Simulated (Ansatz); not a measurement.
**What BeZn2P2 (built on the sites of a database entry of CaZn2P2) distorts into**

Which phase does BeZn2P2 (built on the sites of a database entry of CaZn2P2) fall into along its unstable mode, and how much energy does it gain?

Program: Ansatz 0.2.0. Level of theory: DFT PBEsol, scalar-relativistic, plane waves, PAW. Results are calculated unless marked as measured.

Most raw output is cut from this account.

The structure was built from a prototype and need not be the compound's stable phase.

## (1) Set-up

The structure is trigonal, space group P-3m1 (No. 164). Conventional cell: a = 3.732 Å, b = 3.732 Å, c = 6.089 Å, α = 90.00°, β = 90.00°, γ = 120.00°. Nearest to Be lie 6 P at 2.50 Å. Nearest to Zn lie 4 P at 2.39 to 2.54 Å and 3 Zn at 2.63 Å. P has 4 Zn at 2.39 to 2.54 Å and 3 Be at 2.50 Å nearest. Farther neighbours are not listed.

## (2) The dispersion

The cell comes from relaxations at this level that are not shown. Stability and thermal properties need the whole zone. Linear response on a 3×3×2 q mesh gives force constants as far as a supercell of that size would.

input.yaml

```yaml
crystal:
  lattice:
    - [3.731617109, -3.0516e-06, 0.0]
    - [-1.8658059118, 3.2316767394, 0.0]
    - [0.0, 0.0, 6.088534036]
  atoms:
    - { symbol: Be, position: [0.0, 0.0, 0.0] }
    - { symbol: Zn, position: [0.3333333333, 0.6666666667, 0.6240103121] }
    - { symbol: Zn, position: [0.6666666667, 0.3333333333, 0.3759896879] }
    - { symbol: P, position: [0.3333333333, 0.6666666667, 0.2069338201] }
    - { symbol: P, position: [0.6666666667, 0.3333333333, 0.7930661799] }
kpoints:
  mp_grid: { grid: [12, 12, 6] }
hamiltonian:
  xc: pbesol
scf:
  occupations: { method: methfessel_paxton, width: 0.2 }
output:
  eigenvalues: true
phonons:
  method: dfpt
  qmesh: [3, 3, 2]
  temperatures: { t_max: 1000, t_step: 50 }
  qpath:
    path:
      - [[0.0, 0.0, 0.0], [0.5, 0.0, 0.0], [0.33333333, 0.33333333, 0.0], [0.0, 0.0, 0.0], [0.0, 0.0, 0.5], [0.5, 0.0, 0.5], [0.33333333, 0.33333333, 0.5], [0.0, 0.0, 0.5]]
      - [[0.5, 0.0, 0.5], [0.5, 0.0, 0.0]]
      - [[0.33333333, 0.33333333, 0.5], [0.33333333, 0.33333333, 0.0]]
    npoints: 10
```

The run is started by

```sh
$ ansatz run input.yaml --threads 8 --pin off --max-ram 14336MiB --backend cpu --events-out ev --progress --plain --runs-dir out
```

Elapsed: 6.6 min, on 8 threads of Intel Xeon Platinum 8488C (Sapphire Rapids), shared host; peak memory 3.7 GiB.

This step gave:

| Quantity | Value |
| --- | --- |
| volume per atom | 14.68 Å³ |
| gap on the k-mesh | 0 eV |
| sum-rule residual before enforcement | 1.07e-4 eV/Å² |
| lowest frequency on the path | -154.8 cm⁻¹ |
| point group | -3m |
| highest frequency on the path or at a solved wavevector | 335.2 cm⁻¹ |
| highest optical mode at the zone centre (no LO-TO term) | 294.7 cm⁻¹ |
| lowest optical zone-centre mode | -153.9 cm⁻¹ |
| lowest mode on the q mesh (acoustic modes at Γ apart) | -153.9 cm⁻¹ |

Frequencies (cm⁻¹) solved at each irreducible wavevector; negative means imaginary. Frequencies by wavevector, by row:

| q in reciprocal lattice units | star | mode 1 | mode 2 | mode 3 | mode 4 | mode 13 | mode 14 | mode 15 |
| --- | --- | --- | --- | --- | --- | --- | --- | --- |
| 0 0 0 | 1 | -153.9 | -153.9 | 0 | 0 | 225.8 | 285.6 | 294.7 |
| 0 0 -0.5 | 1 | -107.2 | -107.2 | -48.7 | -48.7 | 243.6 | 288.6 | 311.3 |
| 0 0.3333 0 | 6 | -138.1 | -84 | -38.7 | 72.8 | 266.7 | 289.7 | 317.8 |
| 0 0.3333 -0.5 | 6 | -118.6 | -106.2 | -58.5 | 65.4 | 285.5 | 291.2 | 310.2 |
| 0.3333 0.3333 0 | 2 | -150.2 | -75 | -75 | 79.2 | 288.8 | 288.8 | 310.6 |
| 0.3333 0.3333 -0.5 | 2 | -106.3 | 61.1 | 61.1 | 86.6 | 292.1 | 293 | 293 |

Interpolated from a 3×3×2 q mesh. Phonon branches along the path, in cm⁻¹:

| point | branch 1 | branch 2 | branch 3 | branch 4 | branch 12 | branch 13 | branch 14 | branch 15 |
| --- | --- | --- | --- | --- | --- | --- | --- | --- |
| Γ | -154 | -154 | 0 | 0 | 226 | 226 | 286 | 295 |
| halfway | -135 | -16 | 10 | 87 | 247 | 262 | 272 | 293 |
| M | -146 | -142 | -67 | 86 | 250 | 273 | 327 | 332 |
| halfway | -148 | -131 | -16 | 78 | 266 | 266 | 311 | 321 |
| K | -150 | -75 | -75 | 79 | 252 | 289 | 289 | 311 |
| halfway | -120 | -67 | 65 | 71 | 244 | 269 | 272 | 300 |
| Γ | -154 | -154 | 0 | 0 | 226 | 226 | 286 | 295 |
| halfway | -135 | -135 | -25 | -25 | 238 | 238 | 266 | 316 |
| A | -107 | -107 | -49 | -49 | 244 | 244 | 289 | 311 |
| halfway | -125 | -75 | -56 | 75 | 250 | 269 | 272 | 300 |
| L | -155 | -101 | -56 | 79 | 252 | 300 | 320 | 321 |
| halfway | -133 | -38 | 54 | 67 | 265 | 290 | 310 | 315 |
| H | -106 | 61 | 61 | 87 | 290 | 292 | 293 | 293 |
| halfway | -128 | -64 | 46 | 68 | 257 | 276 | 279 | 297 |
| A | -107 | -107 | -49 | -49 | 244 | 244 | 289 | 311 |
| jump to L | -155 | -101 | -56 | 79 | 252 | 300 | 320 | 321 |
| halfway | -149 | -127 | -62 | 82 | 251 | 291 | 312 | 335 |
| M | -146 | -142 | -67 | 86 | 250 | 273 | 327 | 332 |
| jump to H | -106 | 61 | 61 | 87 | 290 | 292 | 293 | 293 |
| halfway | -130 | 12 | 12 | 83 | 263 | 290 | 290 | 307 |
| K | -150 | -75 | -75 | 79 | 252 | 289 | 289 | 311 |

Symmetry leaves 6 wavevectors to solve. The lowest mode among them, the acoustic zeros apart, lies at Γ and is imaginary, 153.9i cm⁻¹, so the energy falls along it.

## (3) The mode frozen in, largest atomic shift 0 Å

The mode followed lies at q = (0.333, 0.333, 0) with frequency 150.3i cm⁻¹, one of the unstable modes though not the softest. At small amplitude the distorted cell has space group no. 147 by a symmetry search on the positions. The undistorted cell that holds it gives the zero of energy on the same k mesh.

System of this step: BeZn2P2 (built on the sites of a database entry of CaZn2P2). The structure is trigonal, space group P-3m1 (No. 164). Conventional cell: a = 3.732 Å, b = 3.732 Å, c = 6.089 Å, α = 90.00°, β = 90.00°, γ = 120.00°. Nearest to Be lie 6 P at 2.50 Å. Nearest to Zn lie 4 P at 2.39 to 2.54 Å and 3 Zn at 2.63 Å. P has 4 Zn at 2.39 to 2.54 Å and 3 Be at 2.50 Å nearest. Farther neighbours are not listed.

input.yaml

```yaml
crystal:
  lattice:
    - [0.0, 0.0, -6.088534036]
    - [-5.5974283062, -3.2316706363, 0.0]
    - [-5.5974230208, 3.2316797909, 0.0]
  atoms:
    - { symbol: Be, position: [0.0, 0.3333333333, 0.3333333333] }
    - { symbol: Be, position: [0.0, 0.0, 0.0] }
    - { symbol: Be, position: [0.0, 0.6666666667, 0.6666666667] }
    - { symbol: Zn, position: [0.3759896879, 0.3333333333, 1.0] }
    - { symbol: Zn, position: [0.3759896879, 0.0, 0.6666666667] }
    - { symbol: Zn, position: [0.3759896879, 0.6666666667, 0.3333333333] }
    - { symbol: Zn, position: [0.6240103121, 0.3333333333, 0.6666666667] }
    - { symbol: Zn, position: [0.6240103121, 0.0, 0.3333333333] }
    - { symbol: Zn, position: [0.6240103121, 0.6666666667, 1.0] }
    - { symbol: P, position: [0.7930661799, 0.3333333333, 1.0] }
    - { symbol: P, position: [0.7930661799, 0.0, 0.6666666667] }
    - { symbol: P, position: [0.7930661799, 0.6666666667, 0.3333333333] }
    - { symbol: P, position: [0.2069338201, 0.3333333333, 0.6666666667] }
    - { symbol: P, position: [0.2069338201, 0.0, 0.3333333333] }
    - { symbol: P, position: [0.2069338201, 0.6666666667, 1.0] }
kpoints:
  mp_grid: { grid: [6, 6, 6] }
hamiltonian:
  xc: pbesol
scf:
  occupations: { method: methfessel_paxton, width: 0.2 }
output:
  forces: true
  stress: true
  eigenvalues: true
```

It took 4.7 s on 8 threads; peak memory 1.3 GiB.

Numbers from this step:

| Item | Value |
| --- | --- |
| pressure | 0.04059 GPa |
| energy from the undistorted cell | 0 meV/atom |

The run ends at a pressure of 0.04 GPa, with forces up to 0.011 eV/Å.

## (4) The mode frozen in, largest atomic shift 0.6 Å

The atoms are moved along the unstable eigenvector, the largest shift by 0.6 Å, with the cell fixed.

input.yaml

```yaml
crystal:
  lattice:
    - [0.0, 0.0, -6.088534036]
    - [-5.5974283062, -3.2316706363, 0.0]
    - [-5.5974230208, 3.2316797909, 0.0]
  atoms:
    - { symbol: Be, position: [0.0, 0.3333333333, 0.3333333333] }
    - { symbol: Be, position: [-0.0985458891, 0.0, 1.7985e-06] }
    - { symbol: Be, position: [0.0985458891, 0.6666666667, 0.6666648682] }
    - { symbol: Zn, position: [0.3759896879, 0.3282560513, 1.002538641] }
    - { symbol: Zn, position: [0.3759896319, 0.0025385489, 0.6692052678] }
    - { symbol: Zn, position: [0.3759897439, 0.6692052156, 0.3282561832] }
    - { symbol: Zn, position: [0.6240103121, 0.3384106154, 0.6641280256] }
    - { symbol: Zn, position: [0.6240102561, -0.0025385489, 0.3384104834] }
    - { symbol: Zn, position: [0.6240103681, 0.6641281177, 0.9974613988] }
    - { symbol: P, position: [0.7930661799, 0.3200057219, 1.0066638057] }
    - { symbol: P, position: [0.7930659134, 0.006663564, 0.6733307607] }
    - { symbol: P, position: [0.7930664464, 0.6733302307, 0.3200056753] }
    - { symbol: P, position: [0.2069338201, 0.3466609448, 0.6600028609] }
    - { symbol: P, position: [0.2069335536, -0.006663564, 0.3466609913] }
    - { symbol: P, position: [0.2069340866, 0.6600031027, 0.993335906] }
kpoints:
  mp_grid: { grid: [6, 6, 6] }
hamiltonian:
  xc: pbesol
scf:
  occupations: { method: methfessel_paxton, width: 0.2 }
output:
  forces: true
  stress: true
  eigenvalues: true
```

The job ended after 5.6 s (8 threads; peak memory 1.4 GiB).

Numbers from this step:

* pressure: 2.375 GPa
* energy from the undistorted cell: -10.69 meV/atom

The energy, extrapolated to zero smearing, is -10.69 meV/atom against the undistorted cell.

The run ends at a pressure of 2.37 GPa, with forces up to 0.38 eV/Å.

## (5) Energy along the mode, all amplitudes (two of the runs are shown above)

An imaginary frequency means negative curvature, so the energy should fall and then rise again as anharmonic terms take over.

This step gave:

```
depth at the lowest point sampled  : 10.69 meV/atom
largest atomic shift at that point : 0.6 Å
```

The energy from the parent by largest atomic shift:

| largest atomic shift (Å) | energy from the parent (meV/atom) |
| --- | --- |
| 0.000 | 0 |
| 0.040 | -0.093 |
| 0.080 | -0.37 |
| 0.140 | -1.10 |
| 0.220 | -2.59 |
| 0.320 | -4.99 |
| 0.450 | -8.26 |
| 0.600 | -10.7 |

Displacement at unit largest shift by atom:

| atom | x (Å) | y (Å) | z (Å) | size |
| --- | --- | --- | --- | --- |
| Be1 | 0.00 | 0.00 | 0.00 | 0.00 |
| Be2 | 0.00 | 0.00 | 1.00 | 1.00 |
| Be3 | 0.00 | 0.00 | -1.00 | 1.00 |
| Zn4 | 0.02 | 0.04 | 0.00 | 0.05 |
| Zn5 | -0.05 | 0.00 | 0.00 | 0.05 |
| Zn6 | 0.02 | -0.04 | 0.00 | 0.05 |
| Zn7 | -0.02 | -0.04 | 0.00 | 0.05 |
| Zn8 | -0.02 | 0.04 | 0.00 | 0.05 |
| Zn9 | 0.05 | 0.00 | 0.00 | 0.05 |
| P10 | 0.06 | 0.11 | 0.00 | 0.12 |
| P11 | -0.12 | 0.00 | 0.00 | 0.12 |
| P12 | 0.06 | -0.11 | 0.00 | 0.12 |
| P13 | -0.06 | -0.11 | 0.00 | 0.12 |
| P14 | -0.06 | 0.11 | 0.00 | 0.12 |
| P15 | 0.12 | 0.00 | 0.00 | 0.12 |

The lowest of the steps tried is the last one, at 0.6 Å, 10.7 meV/atom below the parent; the bottom of the well need not coincide with a step.

## (6) Relaxation from the frozen mode

Starting from the lowest point found, all atoms and the cell are let go, so that strain and other modes of the same symmetry can join in.

input.yaml, as its differences from that of step 4:

```diff
@@ -31 +31,6 @@
   eigenvalues: true
+relax:
+  adjacent_minimum: "off"
+  f_tol: 0.002
+  max_steps: 120
+  cell: { stress_tol: 0.03 }
```

Wall time 75 s (8 threads); peak memory 1.5 GiB; 9.4 min of CPU time.

Relaxation path:

| step | energy less that of the first step (eV) | largest force component (eV/Å) | pressure (GPa) | volume (Å³) |
| --- | --- | --- | --- | --- |
| 1 | 0.0000 | 0.3347 | 2.37 | 220.27 |
| 2 | -0.0433 | 0.3304 | -0.24 | 232.39 |
| 3 | -0.1586 | 0.2565 | -0.35 | 230.77 |
| 4 | -0.1932 | 0.2309 | -0.45 | 230.73 |
| 5 | -0.2329 | 0.1313 | -0.11 | 231.19 |
| 6 | -0.2533 | 0.0904 | -0.20 | 233.30 |
| 7 | -0.2630 | 0.0366 | 0.06 | 233.02 |
| 8 | -0.2586 | 0.0683 | -0.51 | 234.36 |
| 9 | -0.2639 | 0.0041 | 0.02 | 233.05 |
| 10 | -0.2638 | 0.0023 | -0.01 | 233.14 |
| 11 | -0.2638 | 0.0004 | 0.00 | 233.12 |
| 12* | -0.2709 | 0.0010 | 0.02 | 233.12 |

Relaxation steps marked * repeat the geometry before them on a plane-wave basis chosen anew for their cell, so energy and pressure can jump there. Relaxation step 8 was tried and not accepted.

Forces are held to the 6 operations that the run works with; a distortion that breaks them can't arise in this run.

| cell as run | before | after | change |
| --- | --- | --- | --- |
| a (Å) | 6.089 | 6.221 | +2.2 % |
| b (Å) | 6.463 | 6.578 | +1.8 % |
| c (Å) | 6.463 | 6.578 | +1.8 % |
| volume (Å³/atom) | 14.68 | 15.54 | +5.8 % |

The atoms that moved most (Å, as changes of fractional coordinates times the final cell):

| atom | dx | dy | dz | length |
| --- | --- | --- | --- | --- |
| Be2 | 0.000 | 0.000 | 0.388 | 0.388 |
| Be3 | 0.000 | 0.000 | -0.388 | 0.388 |
| Zn8 | -0.040 | 0.095 | -0.009 | 0.103 |
| Zn6 | 0.040 | -0.095 | 0.009 | 0.103 |
| Zn5 | -0.102 | 0.012 | 0.009 | 0.103 |
| Zn9 | 0.102 | -0.012 | -0.009 | 0.103 |
| Zn4 | 0.062 | 0.082 | 0.009 | 0.103 |
| Zn7 | -0.062 | -0.082 | -0.009 | 0.103 |

The relaxed structure:

```xyz
15
Lattice="0.0000 0.0000 -6.2206 -5.6969 -3.2891 0.0000 -5.6969 3.2891 0.0000" Properties=species:S:1:pos:R:3 pbc="T T T"
Be   -3.7980    0.0000    0.0000
Be    0.0000    0.0000    1.0012
Be   -7.5959    0.0000   -1.0012
Zn   -7.5197    2.3000   -2.3298
Zn   -3.9290    2.2052   -2.3298
Zn   -5.6422   -1.2160   -2.3298
Zn   -5.7732    0.9891   -3.8908
Zn   -1.9537    1.2160   -3.8908
Zn   -9.3639    1.0840   -3.8908
P    -7.5849    2.3292   -4.8668
P    -3.9216    2.1341   -4.8668
P    -5.5843   -1.1741   -4.8668
P    -5.7080    0.9600   -1.3538
P    -2.0116    1.1741   -1.3538
P    -9.3712    1.1551   -1.3538
```

This step gave:

```
pressure        : 0.02197 GPa
volume per atom : 15.54 Å³
```

The distorted start has space group P-3; the relaxation ends in P-3.

## (7) The phases reached

The phases reached along the modes that were followed are set side by side.

Energies are those of the first relaxation, on the mesh of the frozen mode; space group, volume and gap are those of the last relaxation. Phases, by row:

| mode frozen in | space group | energy from parent (meV/atom) | volume (Å³/atom) | gap on mesh (eV) | lowest zone-centre optical mode (cm⁻¹) | largest shift (Å) |
| --- | --- | --- | --- | --- | --- | --- |
| parent | P-3m1 | 0 | 14.69 | 0 | – | – |
| q = (0, 0, 0), 154i cm⁻¹ | C2 | -151.9 | 15.29 | 0 | 88.6 | 0.813 |
| q = (0, 0, 0), 154i cm⁻¹ | Cm | -128.3 | 17.02 | 0 | 30.6 | 1.279 |
| q = (0.333, 0.333, 0), 150i cm⁻¹ | P-3 | -28.75 | 15.54 | 0 | – | 1.001 |

## (8) Results

```
unstable mode of the parent                                                      : q = (0.333, 0.333, 0), 150i cm⁻¹
depth at the lowest point sampled                                                : 10.7 meV/atom
largest atomic shift at that point                                               : 0.6 Å
space group reached (within 0.01 Å)                                              : P-3
energy gained over the parent (first relaxation, on the mesh of the frozen mode) : 28.8 meV/atom
volume per atom, phase reached                                                   : 15.5 Å³
```

**Reading.** Along this mode the structure falls into P-3, 28.8 meV/atom below the parent. At the parent's cell the well is 10.69 meV/atom deep on the steps tried, with its lowest point at a shift of 0.6 Å. That is the last step tried, so the steps alone don't bracket the bottom of the well. Relaxing atoms and cell changes the gain by +18.06 meV/atom against the lowest step (energies at zero smearing). Most of the total comes from this relaxation. The modes of the phase reached were not computed on this path. Of the 3 patterns followed to their end from this parent, this one ends 123 meV/atom above the lowest, C2. Each path keeps the symmetry of its pattern, so a lower phase may lie along a pattern not tried. With no gap, or one that is small against the smearing, the frequencies hang on the k mesh and the smearing, most of all near Kohn anomalies. The starting cell was built on a prototype and not taken from a measurement, so the phase need not exist.

[Logs are printed without paths, hosts, clocks, repeated set-up lines and the standing remarks that a program may print on its own settings, such as how far it seeks lower states.]

[Hosts, paths, dates, database ids (printed as entryN), source tags and the programs' standing remarks are cut or masked in the printed files.]
